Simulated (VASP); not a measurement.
A run of VASP 6.6.1:

File POSCAR:

```
GaAs
1.0
    0.0000000000      2.8268500000      2.8268500000
    2.8268500000      0.0000000000      2.8268500000
    2.8268500000      2.8268500000      0.0000000000
As Ga
1 1
Direct
    0.7500000000      0.7500000000      0.7500000000
    0.0000000000      0.0000000000      0.0000000000
```

The input INCAR.step1:

```
SYSTEM = GaAs
  ALGO = Normal
  EDIFF = 1E-8
  ENCUT = 520
  GGA = PE
  ISIF = 2
  ISMEAR = -1
  LASPH = .TRUE.
  LCHARG = .FALSE.
  LEPSILON = .TRUE.
  LREAL = .FALSE.
  LWAVE = .FALSE.
  NELM = 100
  PREC = Accurate
  SIGMA = 0.05
```

File KPOINTS.step1:

```
Automatic mesh
0
G
  8 8 8
  0 0 0
```

INCAR.step2

```
SYSTEM = GaAs
  ALGO = Normal
  EDIFF = 1E-5
  ENCUT = 520
  GGA = PE
  ISIF = 2
  ISMEAR = -1
  LASPH = .TRUE.
  LCHARG = .FALSE.
  LREAL = .FALSE.
  LWAVE = .TRUE.
  NBANDS = 16
  NELM = 100
  PREC = Accurate
  SIGMA = 0.05
```

The input KPOINTS.step2:

```
k-points
0
G
  4 4 4
  0 0 0
```

Contents of INCAR.step3:

```
SYSTEM = GaAs
  AEXX = 0.0348
  ALGO = Normal
  EDIFF = 1E-6
  ENCUT = 520
  GGA = PE
  HFRCUT = -1
  ISIF = 2
  ISMEAR = -1
  ISTART = 1
  LASPH = .TRUE.
  LCHARG = .FALSE.
  LHFCALC = .TRUE.
  LREAL = .FALSE.
  LWAVE = .FALSE.
  NBANDS = 16
  NELM = 100
  PREC = Accurate
  PRECFOCK = Normal
  SIGMA = 0.05
```

File KPOINTS.step3:

```
k-points
0
G
  4 4 4
  0 0 0
```

The input KPOINTS_OPT:

```
path GXWKGLUWLK,UX
8
line-mode
reciprocal
 0.0000000000  0.0000000000  0.0000000000  G
 0.5000000000  0.0000000000  0.5000000000  X

 0.5000000000  0.0000000000  0.5000000000  X
 0.5000000000  0.2500000000  0.7500000000  W

 0.5000000000  0.2500000000  0.7500000000  W
 0.3750000000  0.3750000000  0.7500000000  K

 0.3750000000  0.3750000000  0.7500000000  K
 0.0000000000  0.0000000000  0.0000000000  G

 0.0000000000  0.0000000000  0.0000000000  G
 0.5000000000  0.5000000000  0.5000000000  L

 0.5000000000  0.5000000000  0.5000000000  L
 0.6250000000  0.2500000000  0.6250000000  U

 0.6250000000  0.2500000000  0.6250000000  U
 0.5000000000  0.2500000000  0.7500000000  W

 0.5000000000  0.2500000000  0.7500000000  W
 0.5000000000  0.5000000000  0.5000000000  L

 0.5000000000  0.5000000000  0.5000000000  L
 0.3750000000  0.3750000000  0.7500000000  K

 0.6250000000  0.2500000000  0.6250000000  U
 0.5000000000  0.0000000000  0.5000000000  X
```

Potentials or basis: VASP PAW PBE potentials, release 64 (As, Ga_d).

Launch:

```console
$ cat potpaw_PBE.64/As/POTCAR potpaw_PBE.64/Ga_d/POTCAR > POTCAR
$ cp INCAR.step1 INCAR
$ cp KPOINTS.step1 KPOINTS
$ mpirun -np 1 vasp_std > vasp.out
$ cp INCAR.step2 INCAR
$ cp KPOINTS.step2 KPOINTS
$ mpirun -np 1 vasp_std > vasp.out
$ cp INCAR.step3 INCAR
$ cp KPOINTS.step3 KPOINTS
$ mpirun -np 1 vasp_std > vasp.out
```

Hardware: 1 thread of Intel(R) Xeon(R) 6975P-C (Granite Rapids), with other jobs on the host.

**Question.** How long does it take, and how much memory?

**Answer.** Run time: 26 min on 1 thread of Intel(R) Xeon(R) 6975P-C (Granite Rapids), on a shared host, peak memory 0.3 GiB. Counts: scf iterations 86, k points 8.
